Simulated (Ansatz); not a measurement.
A run of Ansatz 0.2.0 is set up as follows.

The input input.yaml:

```yaml
crystal:
  lattice:
    - [2.8795009639, 0.0, 0.0]
    - [0.039072758, 2.8792794796, 0.0]
    - [0.0174953863, 0.0172449008, 5.1763391994]
  atoms:
    - { symbol: Cu, position: [0.0, 0.5, 0.0] }
    - { symbol: Cu, position: [0.5, 0.0, 0.5] }
    - { symbol: O, position: [0.99842397, 0.00167178, 0.7498871] }
    - { symbol: O, position: [0.00157603, 0.99832822, 0.2501129] }
hamiltonian:
  xc: pbe
  pseudopotentials: { kind: paw }
kpoints:
  mp_grid: { grid: [9, 9, 5] }
scf:
  occupations: { method: fermi_dirac, width: 0.05 }
output:
  forces: true
  stress: true
  eigenvalues: true
```

Potentials or basis: Ansatz PAW.

Command:

```sh
$ ansatz run input.yaml --threads 2 --pin off --max-ram 5120MiB --backend cpu --events-out ev --progress --plain --runs-dir out
```

Problem. Estimate the pressure.

Solution. 5.8 GPa.

Problem. Estimate the largest force.

Solution. 0.012 eV/Å.

Problem. Estimate the band gap on the k mesh.

Solution. None (metal or under the smearing width).

Stress tensor (GPa, compression positive):
```
 6.47 -0.05  0.00
-0.05  6.42  0.02
 0.00  0.02  4.58
```

Caveat: the pressure holds a Pulay correction of +0.7 GPa for the finite cutoff; the run has no spin polarisation, though such a crystal can be magnetic; semilocal functionals often make such compounds metallic where correlation or magnetic order opens a gap, which also shifts bond lengths. With open d or f shells a metallic result of PBE can be an artefact of self-interaction; +U or a hybrid may open a gap.
